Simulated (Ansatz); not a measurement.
# A series in volume scale on AlN

Periodic Kohn-Sham DFT of a crystal at fixed atoms, scaled to volume_scale times the given cell; pressure positive in compression, energy less spherical unpolarised free atoms, largest_vzz the field gradient of largest size among the nuclei. The results are calculated, by Ansatz 0.2.0.

The cell before it is scaled or strained (space group P6_3mc, No. 186):
```
CELL_PARAMETERS angstrom
3.11100 0.00000 0.00000
-1.55550 2.69420 0.00000
0.00000 0.00000 4.97800
ATOMIC_POSITIONS crystal
Al 0.33333 0.66667 0.00000
Al 0.66667 0.33333 0.50000
N 0.33333 0.66667 0.38500
N 0.66667 0.33333 0.88500
```

Settings of every row: method frozen-core PAW; functional PBEsol; relativity scalar; k mesh 11x11x6; filling fermi-dirac; smearing width 0.02 eV; wave cutoff 420 eV; paw set soft_2.

Atom start moment: 0 on all atoms.

Limits: PAW files made with PBE.

| row | volume scale | V (Å³/atom) | largest V_zz (1e21 V/m^2) | pressure (GPa) |
| --- | --- | --- | --- | --- |
| 1 | 0.94 | 9.805 | 0.885 | 14.737 |
| 2 | 0.96 | 10.014 | 0.865 | 9.542 |
| 3 | 0.98 | 10.222 | 0.845 | 4.835 |
| 4 | 0.99 | 10.327 | ? | ? |
| 5 | 1 | 10.431 | 0.827 | 0.563 |
| 6 | 1.01 | 10.535 | 0.819 | -1.421 |
| 7 | 1.02 | 10.64 | 0.81 | -3.31 |
| 8 | 1.04 | 10.848 | 0.793 | -6.824 |
| 9 | 1.06 | 11.057 | 0.777 | -10.014 |

Question: what largest V_zz and pressure should row 4 give?

Worked fit of largest V_zz. Take t = volume scale − 1. The shown rows have t = -0.06, -0.04, -0.02, 0, 0.01, 0.02, 0.04, 0.06. Least squares give largest V_zz = 0.8273 − 0.898 × t + 1.04 × t² 1e21 V/m^2; a straight line predicts inner rows, each left out in turn, worse (root mean square 0.0013 against 0.00052 1e21 V/m^2). The rows lie off it by 0.000, 0.000, -0.001, 0.000, 0.001, 0.000, 0.000, 0.000. The withheld row has t = -0.01, so the fit gives 0.8273 − 0.898 × (-0.01) + 1.04 × (-0.01)² = 0.836 1e21 V/m^2.

The calculation gave 0.836 1e21 V/m^2. The fit meets it to the printed digit.

Worked fit of pressure. Take u = (V_r/V)^(2/3) − 1 with V_r = 10.483 Å³ an atom, which is twice the finite (Eulerian) strain; such expansions in the strain, on which the Birch-Murnaghan equation of state is built, carry the rest volume and the bulk modulus. The shown rows have u = 0.04558, 0.03098, 0.01695, 0.00332, -0.00329, -0.00986, -0.02256, -0.03492. Least squares give pressure = −0.4407 + 299.55 × u + 731.89 × u² GPa; a straight line predicts inner rows, each left out in turn, worse (root mean square 0.38 against 0.0096 GPa). The rows lie off it by 0.004, 0.000, -0.012, 0.001, -0.003, 0.013, 0.002, -0.005 (root mean square 0.0068 GPa). The pressure vanishes at u = 0.0015, or V = 10.46 Å³ an atom, and there the bulk modulus at fixed shape and fractions is B = −V dP/dV = (2/3)(1 + u) dP/du = 201 GPa. Letting shape and atoms relax would as a rule lower it, by much in layered, chain or molecular crystals. The withheld row has u = 0.01005, so the fit gives −0.4407 + 299.55 × (0.01005) + 731.89 × (0.01005)² = 2.644 GPa.

The calculation gave 2.648 GPa. The fit lies 0.004 GPa (0.016 % of the column's range) below it; its largest miss of a shown row is 0.013 GPa.
